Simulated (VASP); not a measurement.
Write the native input for VASP 6.6.1 that does the following.

```yaml
Task: single point
Functional: PBE
Potentials_or_basis: VASP PAW PBE potentials, release 64 (Ti_sv, Si)
Cutoff: 520 eV
k_mesh: 7 × 7 × 7
Occupations: fermi-dirac, width 0.05 eV
Spin: no spin polarisation
Further_INCAR_settings: ALGO = Normal; EDIFF = 1e-07; NBANDS = 29
```

The structure of TiSi2 lies in POSCAR:

```
TiSi2
1.0
    0.0000000000      4.1175163063      4.2628978354
    2.3895119538      0.0000000000      4.2628978354
    2.3895119538      4.1175163063      0.0000000000
Ti Si
2 4
Direct
    0.7500000000      0.7500000000      0.7500000000
    0.5000000000      0.5000000000      0.5000000000
    0.4125656100      0.0874343900      0.4125656100
    0.0874343900      0.4125656100      0.0874343900
    0.1625656100      0.8374343900      0.1625656100
    0.8374343900      0.1625656100      0.8374343900
```

The cell is a database's computed one.

The input as run:

INCAR

```
SYSTEM = TiSi2
PREC = Accurate ; ENCUT = 520
EDIFF = 1E-7 ; ISMEAR = -1
SIGMA = 0.05 ; LREAL = .False.
LASPH = .True. ; NELM = 60
ALGO = Normal ; ISIF = 2
LWAVE = .False. ; LCHARG = .False.
GGA = PE ; NBANDS = 29
```

KPOINTS

```
regular mesh
0
Gamma
  7 7 7
  0 0 0
```

Potentials or basis: VASP PAW PBE potentials, release 64 (Ti_sv, Si).

Command:

```sh
$ cat potpaw_PBE.64/Ti_sv/POTCAR potpaw_PBE.64/Si/POTCAR > POTCAR
$ mpirun -np 1 vasp_std > vasp.out
```

Results of the run:

```
Pressure               : 2.0 GPa
Largest force          : 0.020 eV/Å
Band gap on the k mesh : none (metal or under the smearing width)
```

Run time: 2.6 min on 1 thread of Intel(R) Xeon(R) Platinum 8488C (Sapphire Rapids) (shared host), peak memory 0.3 GiB.
